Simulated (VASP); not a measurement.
A run of VASP 6.6.1 is set up as follows.

INCAR

```
PREC = Accurate
ENCUT = 520
EDIFF = 1E-6
ISMEAR = 0
SIGMA = 0.15
LREAL = F
LASPH = T
NELM = 80
ALGO = Fast
ISIF = 2
LWAVE = F
LCHARG = F
GGA = PS
NBANDS = 12
```

The input KPOINTS:

```
Automatic mesh
0
Gamma
  18 18 18
```

POSCAR

```
Cd
1.0
   -1.7843220000      1.7843220000      1.6415762400
    1.7843220000     -1.7843220000      1.6415762400
    1.7843220000      1.7843220000     -1.6415762400
Cd
1
Direct
    0.0000000000      0.0000000000      0.0000000000
```

Potentials or basis: VASP PAW PBE potentials, release 64 (Cd).

Run with:

```bash
$ cat potpaw_PBE.64/Cd/POTCAR > POTCAR
$ mpirun -np 1 vasp_std > vasp.out
```

**Question.** What does it give for the band gap on the k mesh?

**Answer.** None (metal or under the smearing width).

**Question.** Predict the pressure.

**Answer.** 1.4 GPa.

Stress tensor (GPa, compression positive):
```
 2.16  0.00  0.00
 0.00  2.16  0.00
 0.00  0.00 -0.09
```

Caveat: the PAW data sets were made with another functional, which shifts forces and pressure a little.
